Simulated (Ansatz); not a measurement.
# Co: the cost of one run

Program: Ansatz 0.2.0. Level of theory: DFT PBEsol, scalar-relativistic, plane waves, PAW. These are calculated values, not measurements.

## Step 1: The system as given

Symmetry: Fm-3m, No. 225, cubic system. Conventional cell: a = 3.513 Å, b = 3.513 Å, c = 3.513 Å, α = 90.00°, β = 90.00°, γ = 90.00°. Co (site symmetry m-3m) has 12 Co at 2.48 Å as nearest neighbours.

As a file:

```cif
data_structure
_symmetry_space_group_name_H-M 'Fm-3m'
_symmetry_Int_Tables_number 225
_cell_length_a 3.5133
_cell_length_b 3.5133
_cell_length_c 3.5133
_cell_angle_alpha 90.000
_cell_angle_beta 90.000
_cell_angle_gamma 90.000
_cell_volume 43.37
loop_
_atom_site_label
_atom_site_type_symbol
_atom_site_symmetry_multiplicity
_atom_site_Wyckoff_symbol
_atom_site_fract_x
_atom_site_fract_y
_atom_site_fract_z
_atom_site_occupancy
Co1 Co 4 a 0.00000 0.00000 0.00000 1
```

(A quick probe on a coarse mesh, which set the mesh and smearing, is not shown.)

## Step 3: Coarse relaxation

File input.yaml:

```yaml
crystal:
  lattice:
    - [0.0, 1.7566572351, 1.7566572351]
    - [1.7566572351, 0.0, 1.7566572351]
    - [1.7566572351, 1.7566572351, 0.0]
  atoms:
    - { symbol: Co, position: [0.0, 0.0, 0.0], spin: 1.93 }
basis:
  ecutwfc: 420
kpoints:
  mp_grid: { grid: [8, 8, 8] }
hamiltonian:
  xc: pbesol
scf:
  occupations: { method: gaussian, width: 0.1 }
  lower_state_search: "off"
output:
  forces: true
  stress: true
  eigenvalues: true
  populations: true
magnetization:
  spin_polarized: true
relax:
  adjacent_minimum: "off"
  f_tol: 0.04
  max_steps: 70
  cell: { stress_tol: 0.4 }
```

What time and memory should one allow on 1 thread of an x86-64 CPU, shared host?

About 3.1 s, with a peak of 0.29 GiB.
